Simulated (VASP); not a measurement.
Runs of VASP 6.6.1 on AlAs. The structure is cubic, space group F-43m (No. 216). The conventional cell has a = 5.682 Å, b = 5.682 Å, c = 5.682 Å, α = 90.00°, β = 90.00°, γ = 90.00°. Al (site symmetry -43m) is surrounded by 4 As at 2.46 Å. Around As (site symmetry -43m) lie 4 Al at 2.46 Å. 

```csv
task,level,cell,k mesh,cutoff (eV),grid for exact exchange (PRECFOCK),exchange at q = 0,share of exact exchange,screening parameter,gap on the mesh (eV),pressure (GPa)
relaxation of cell and atoms,PBEsol,relaxed,8 × 8 × 8,600,-,-,-,-,(a),0.0
band structure,PBE-EpsX,as given,6 × 6 × 6,520,Fast,truncated,0.1014,-,1.97,1.0
band structure,HSE06,as given,6 × 6 × 6,520,Fast,-,-,0.2 1/A,2.12,-0.2
band structure,PBE0,as given,6 × 6 × 6,520,Fast,truncated,-,-,2.76,(b)
```

Alike in all rows: potentials or basis VASP PAW PBE potentials, release 64 (Al, As); no spin polarisation; smearing gaussian 0.03 eV.

Question: Fill in the values left out.

Answer: (a) 1.34; (b) -0.3.

Caveats: the PAW data sets were made with another functional, which shifts forces and pressure a little; the relaxation stopped at its first step, so nothing moved (some runs).

A k mesh can miss the band edges, and the runs leave out spin-orbit coupling on As.

Runs at the PBE level aren't shown here.
